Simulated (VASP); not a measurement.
A run of VASP 6.6.1 is set up as follows.

File POSCAR:

```
InP
1.0
    0.0000000000      2.9734615700      2.9734615700
    2.9734615700      0.0000000000      2.9734615700
    2.9734615700      2.9734615700      0.0000000000
In P
1 1
Direct
    0.0000000000      0.0000000000      0.0000000000
    0.2500000000      0.2500000000      0.2500000000
```

File INCAR.step1:

```
SYSTEM = InP
PREC = Accurate
ENCUT = 520
ISMEAR = -1
SIGMA = 0.02
LREAL = .False.
LASPH = .True.
NELM = 100
NBANDS = 16
GGA = PE
ALGO = Normal
EDIFF = 1E-4
LWAVE = .True.
LCHARG = .False.
```

The input INCAR.step2:

```
SYSTEM = InP
PREC = Accurate
ENCUT = 520
EDIFF = 1E-6
ISMEAR = -1
SIGMA = 0.02
LREAL = .False.
LASPH = .True.
NELM = 100
ALGO = Normal
ISIF = 2
LWAVE = .False.
LCHARG = .False.
METAGGA = R2SCAN
LMIXTAU = .True.
NBANDS = 16
ISTART = 1
```

The input KPOINTS:

```
Automatic mesh
0
Gamma
  8 8 8
  0 0 0
```

Potentials or basis: VASP PAW PBE potentials, release 64 (In_d, P).

Launch:

```bash
$ cat potpaw_PBE.64/In_d/POTCAR potpaw_PBE.64/P/POTCAR > POTCAR
$ cp INCAR.step1 INCAR
$ mpirun -np 1 vasp_std > vasp.out
$ cp INCAR.step2 INCAR
$ mpirun -np 1 vasp_std > vasp.out
```

Q: What does it give for the pressure?

A: -1.4 GPa.

Q: Estimate the band gap on the k mesh.

A: 0.91 eV, direct.

Caveat: the PAW data sets were made with another functional, which shifts forces and pressure a little; spin-orbit coupling is left out, which moves the levels of the heavy elements.

**The experiment to reproduce.**

From a printed reference work, data compilation, for a bulk crystal of InP at 1.6 K: band gap 1.4236 eV (direct).

A measured gap of InP is 1.4236 eV (direct; 1.6 K; a printed reference work, data compilation); the calculated 0.91 eV misses it by -0.51 eV. Spin-orbit coupling on In is left out. The value is that of r2SCAN, without temperature or zero-point motion.
